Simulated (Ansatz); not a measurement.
What DFT gives for Ru

```
Ru
1.0
     1.32374    2.40088   -4.42922
    -2.88196    4.75785   -0.09764
     1.43855    2.28787    4.40378
Ru
8
Direct
  0.03319 0.17558 0.27227
  0.04775 0.66992 0.29486
  0.52967 0.17709 0.79158
  0.54946 0.67305 0.80502
  0.46056 0.31095 0.21177
  0.47592 0.82660 0.20151
  0.94795 0.33028 0.70605
  0.97073 0.81932 0.71583
```

Single point in Ansatz 0.2.0 with m-r2SCAN, no spin polarisation. Cutoff 500 eV, PAW datasets, 4×4×4 Γ-centred k mesh, fermi-dirac filling (width 0.0261 eV).

What do density and ELF say about some of the short contacts?

Ru–Ru at 2.52 Å: least valence density 0.55 e/Å³ and ELF 0.36 there. Both are smooth PAW fields, read partly inside the augmentation spheres.

Where is the largest force?

The largest is on Ru5: 1.25 eV/Å, components (-0.60, 1.01, 0.43). It makes 135° with the line to a nearest neighbour, Ru3 at 2.58 Å, pointing away from it.

Is the cell too large or too small?

The pressure is -21.6 GPa (compression positive), so with the atoms held at these fractions the cell would first shrink; the forces are large, so a full relaxation may end otherwise. The principal stresses -30.3, -22.1, -12.5 GPa differ, so its shape would change too.

Metal or insulator?

It is a metal, with about 7.5 states/eV a cell as the mean within 0.25 eV of the Fermi level, mostly Ru d (92 %).

Origin: a strained cell with displaced atoms, so it need not be a known compound. Caveats: the k mesh is coarse if the cell is a metal; atoms or cell far from equilibrium; m-r2SCAN is r2SCAN with a changed spin dependence that lowers moments.
